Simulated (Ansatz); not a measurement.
# Pb and the effect of spin-orbit coupling

```cif
data_structure
_symmetry_space_group_name_H-M 'Im-3m'
_symmetry_Int_Tables_number 229
_cell_length_a 3.9593
_cell_length_b 3.9593
_cell_length_c 3.9593
_cell_angle_alpha 90.000
_cell_angle_beta 90.000
_cell_angle_gamma 90.000
_cell_volume 62.07
loop_
_atom_site_label
_atom_site_type_symbol
_atom_site_symmetry_multiplicity
_atom_site_Wyckoff_symbol
_atom_site_fract_x
_atom_site_fract_y
_atom_site_fract_z
_atom_site_occupancy
Pb1 Pb 2 a 0.00000 0.00000 0.00000 1
```

This isn't the form of Pb at room conditions, which is fcc.

Kept alike: task band structure; functional PBEsol; k mesh 9 × 9 × 9; occupations fermi-dirac, width 0.05 eV. Program: Ansatz, Ansatz PAW, cutoff 420 eV. The mesh is that of the run's cell of 1 atom.

```csv
spin-orbit coupling,pressure (GPa)
off,-1.96
on,-1.11
```

Pressure is positive in compression, with a Pulay correction for the finite cutoff. For a metal such a mesh leaves the last digits unconverged. All rows use potentials made for PBE.

The pressure runs from -1.96 (off) to -1.11 GPa (on).

At this fixed volume bcc Pb is under tension in both treatments and would contract if the cell were free to relax. Spin-orbit coupling eases that tension, from -1.96 to -1.11 GPa, so it acts as an outward contribution to the pressure and favours a somewhat larger equilibrium volume.

The likely origin is the 6p shell, which supplies most of the bonding in Pb. Spin-orbit coupling splits it into a lower p1/2 and a higher p3/2 level, and the two p electrons of the free atom largely fill the former. Forming directional p bonds then requires mixing in the costlier p3/2 states, which weakens the cohesion pulling the atoms together. The contraction of the 6s shell is mainly a scalar-relativistic effect and doesn't by itself require this splitting.

The comparison supports a spin-orbit weakening of the inward pull at this volume, but it doesn't establish how the coupling shifts the energy balance between bcc and fcc.
